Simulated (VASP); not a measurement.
Wanted: the native input for a VASP 6.6.1 run.

| Property | Result |
| --- | --- |
| Task | evGW0 quasiparticle levels |
| Functional | PBE |
| Potentials or basis | VASP PAW PBE potentials, release 64 (Se_GW, Mg_GW) |
| Cutoff | 450 eV |
| k mesh | 4 × 4 × 4 |
| Occupations | gaussian, width 0.01 eV |
| Spin | no spin polarisation |
| GW scheme | evGW0 |
| GW iterations | 4 |
| Cutoff of the response function | 120 |
| Frequency points | 50 |
| Empty bands | 120 |
| Further INCAR settings | ALGO = EVGW0; EDIFF = 1e-08; NBANDS = 124 |

MgSe:

```
Se Mg
1.0
     0.00000    2.72550    2.72550
     2.72550    0.00000    2.72550
     2.72550    2.72550    0.00000
Se Mg
1 1
Direct
  0.50000 0.50000 0.50000
  0.00000 0.00000 0.00000
```

The input as run:

POSCAR

```
MgSe
1.0
    0.0000000000      2.7255000000      2.7255000000
    2.7255000000      0.0000000000      2.7255000000
    2.7255000000      2.7255000000      0.0000000000
Se Mg
1 1
Direct
    0.5000000000      0.5000000000      0.5000000000
    0.0000000000      0.0000000000      0.0000000000
```

INCAR.step1

```
SYSTEM = MgSe
PREC = Accurate ; ENCUT = 450
EDIFF = 1E-8 ; ISMEAR = 0
SIGMA = 0.01 ; LREAL = .False.
LASPH = .True. ; NELM = 80
ALGO = Fast ; LWAVE = .True.
LCHARG = .False. ; GGA = PE
```

INCAR.step2

```
SYSTEM = MgSe
PREC = Accurate ; ENCUT = 450
EDIFF = 1E-8 ; ISMEAR = 0
SIGMA = 0.01 ; LREAL = .False.
LASPH = .True. ; NELM = 1
ALGO = Exact ; LWAVE = .True.
LCHARG = .False. ; GGA = PE
NBANDS = 124 ; LOPTICS = .True.
ISTART = 1
```

INCAR.step3

```
SYSTEM = MgSe
PREC = Accurate ; ENCUT = 450
EDIFF = 1E-8 ; ISMEAR = 0
SIGMA = 0.01 ; LREAL = .False.
LASPH = .True. ; ALGO = EVGW0
LWAVE = .False. ; LCHARG = .False.
GGA = PE ; NELMGW = 4
NBANDS = 124 ; ENCUTGW = 120
NOMEGA = 50 ; PRECFOCK = Fast
ISTART = 1 ; NBANDSGW = 12
```

KPOINTS

```
Automatic mesh
0
Gamma
  4 4 4
  0 0 0
```

Potentials or basis: VASP PAW PBE potentials, release 64 (Se_GW, Mg_GW).

Launch:

```sh
$ cat potpaw_PBE.64/Se_GW/POTCAR potpaw_PBE.64/Mg_GW/POTCAR > POTCAR
$ cp INCAR.step1 INCAR
$ mpirun -np 1 vasp_std > vasp.out
$ cp INCAR.step2 INCAR
$ mpirun -np 1 vasp_std > vasp.out
$ cp INCAR.step3 INCAR
$ mpirun -np 1 vasp_std > vasp.out
```

It gave:

```
Band gap on the k mesh, mean-field level : 1.77 eV, indirect (least direct gap 2.57 eV)
Quasiparticle gap                        : 3.17 eV
Least direct quasiparticle gap           : 4.16 eV
```

Caveat: the k mesh is coarse (spacing up to 0.50 Å⁻¹), so the values aren't converged; bands, screening cutoff and mesh are small and nothing is extrapolated, so the quasiparticle values aren't converged.

Run time: 110 s on 1 thread of Intel(R) Xeon(R) 6975P-C (Granite Rapids), with other jobs on the host, peak memory 0.3 GiB.
